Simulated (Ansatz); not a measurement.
Calculated with Ansatz (gas phase, PBE0-D4/def2-TZVP geometries, no zero-point term in ΔE). CBS: MP2 limit from def2 TZ/QZ plus the TZ coupled-cluster correction, frozen cores. This one scheme is used for every species. DFT in def2-TZVPP. Each species was taken in one conformer, which may not be the lowest.

Reaction (ligand exchange at the Si–C bond): `C[Si]O` + `CC(C)(C)O` → `CC(C)(C)O[Si]O` + CH₄

CCSD(T)/CBS gives -38.8 kcal/mol.

(1) Another level gave -37.8 kcal/mol. Which?
A. PBE0-D4/def2-TZVPP
B. SCS-MP2/def2-TZVPP
C. BHLYP-D4/def2-TZVPP
D. r2SCANh/def2-TZVPP

Largest T1 diagnostic among the species: 0.014.

Results:

(1) A. PBE0-D4 -37.8, r2SCANh -39.0, BHLYP-D4 -41.0, SCS-MP2/def2-TZVPP -40.1 kcal/mol.

The D4 term adds −2.1 kcal/mol with B3LYP and −1.3 kcal/mol with PBE0; it sums over pairs of atoms, weighted by their polarisabilities, and B3LYP, whose exchange is more repulsive, gets the larger term. From BLYP to BHLYP (50 % exact exchange), in def2-TZVPP and without D4, ΔE moves by −0.9 kcal/mol. Leaving LDA and LC-ωPBE aside and taking each functional with its dispersion term where it has one, the values, not all of them listed here, spread over 3.3 kcal/mol, from BHLYP-D4 to revPBE-D4. LDA lies −2.0 kcal/mol from PBE without D4.

B3LYP here is the variant with VWN-RPA as its local correlation; programs differ in this.

CCSD(T)/CBS has its own doubt, a few kJ/mol and more with outer-core shells, so smaller differences from it don't rank the levels.
